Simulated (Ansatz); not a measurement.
MnS in Ansatz: the effect of fixed moment

The system is MnS.

```xyz
2
Lattice="0.0000 2.4735 2.4735 2.4735 0.0000 2.4735 2.4735 2.4735 0.0000" Properties=species:S:1:pos:R:3 pbc="T T T"
Mn    0.0000    0.0000    0.0000
S     3.7102    3.7102    3.7102
```

The cell is a database's computed one.

Alike in all runs:

- Program: Ansatz 0.2.0
- Task: single point
- Functional: PBE
- Potentials or basis: Ansatz PAW
- Cutoff: 420 eV (not typed: the program's choice for these potentials)
- k mesh: 8 × 8 × 8
- Occupations: fermi-dirac, width 0.05 eV

```tsv
fixed moment	spin	starting moments	energy over the lowest run (meV/atom)	pressure (GPa)
0	collinear spin, program default start	-	0.0	2.8
1	collinear spin, ferromagnetic start	[1.0, 0.0] μB	40.8	5.6
2	collinear spin, ferromagnetic start	[2.0, 0.0] μB	95.1	12.9
3	collinear spin, ferromagnetic start	[3.0, 0.0] μB	?	?
4	collinear spin, ferromagnetic start	[4.0, 0.0] μB	310.1	38.2
5	collinear spin, ferromagnetic start	[5.0, 0.0] μB	761.3	58.6
6	collinear spin, ferromagnetic start	[6.0, 0.0] μB	2834.6	74.7
8	collinear spin, ferromagnetic start	[8.0, 0.0] μB	7501.6	106.4
```

Question: What does the run with fixed moment 3 give?

Answer: Energy over the lowest run 162.7 meV/atom; pressure 23.6 GPa.

Worked out: A parabola through the other rows of the energy over the lowest run, of slope 402 meV/atom per unit of fixed moment there, gives -338.3 meV/atom, against the run's 162.7. A parabola through the other rows of the pressure, of slope 12 GPa per unit of fixed moment there, gives 27.7 GPa, against the run's 23.6.

Caveats: the total moment is fixed, so each spin has its own Fermi level; the thresholds are loose for stress; a cell with one magnetic atom can't hold antiferromagnetic order, which such compounds often take (some runs); a pressure of tens of GPa on the cell as given is suspect, and the run, the potentials or the cell itself is likely at fault (some runs).
